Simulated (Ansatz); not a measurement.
HBr:

```xyz
2
Lattice="0.0000 2.8200 3.0315 2.7775 0.0000 3.0315 2.7775 2.8200 0.0000" Properties=species:S:1:pos:R:3 pbc="T T T"
Br    2.7775    2.8200    3.0315
H     0.0000    0.0000    0.0000
```

| Item | Value |
| --- | --- |
| Program | Ansatz 0.2.0 |
| Task | relaxation of cell and atoms |
| Functional | PBEsol |
| Dispersion | D3(BJ)-ATM |
| Potentials or basis | Ansatz PAW |
| Cutoff | 420 eV (not typed: the program's choice for these potentials) |
| k mesh | 8 × 8 × 8 |
| Occupations | fermi-dirac, width 0.05 eV |
| Spin | no spin polarisation |

At the start: volume 23.74 Å³/atom.

Task: How do energy, volume and symmetry change on relaxing?

Result: It ends after 23 steps and the volume is 20.86 Å³/atom (-12.2 %); space group I4/mmm (No. 139, to 0.05 Å).

The path:
| step | energy change (eV) | largest force (eV/Å) | volume (Å³) |
| --- | --- | --- | --- |
| 1 | 0.0000 | 0.0000 | 47.49 |
| 2 | -0.3370 | 0.0000 | 42.10 |
| 3 | -0.6422 | 0.0000 | 37.66 |
| 4 | -0.8991 | 0.0000 | 34.16 |
| 5 | -1.1103 | 0.0000 | 31.36 |
| 6 | -1.2903 | 0.0000 | 29.49 |
| 7 | -1.5049 | 0.0000 | 28.07 |
| 8 | -1.7300 | 0.0000 | 26.94 |
| 9 | -1.9357 | 0.0000 | 27.21 |
| 10 | -2.0438 | 0.0000 | 29.57 |
| 11 | -2.1190 | 0.0000 | 31.86 |
| 12 | -2.1640 | 0.0000 | 34.14 |
| 13 | -2.1942 | 0.0000 | 36.08 |
| 14 | -2.2069 | 0.0000 | 38.38 |
| 15 | -2.2081 | 0.0000 | 39.32 |
| 16 | -2.2083 | 0.0000 | 39.32 |
| 17 | -2.2083 | 0.0000 | 39.35 |
| 18 | -2.2184 | 0.0000 | 39.35 |
| 19 | -2.2206 | 0.0000 | 40.40 |
| 20 | -2.2212 | 0.0000 | 41.47 |
| 21 | -2.2212 | 0.0000 | 41.59 |
| 22 | -2.2212 | 0.0000 | 41.71 |
| 23 | -2.2220 | 0.0000 | 41.71 |

Final structure:
```
CELL_PARAMETERS angstrom
0.00000 3.53446 3.53615
1.66871 0.00000 3.53615
1.66871 3.53446 0.00000
ATOMIC_POSITIONS crystal
Br 0.50000 0.50000 0.50000
H 0.00000 0.00000 0.00000
```

Caveat: the plane-wave basis is chosen anew once the cell has moved, so the energies of steps on either side of that aren't comparable; the PAW data sets come from PBE, with cores solved anew for the run's functional, which leaves a small shift of forces and pressure.
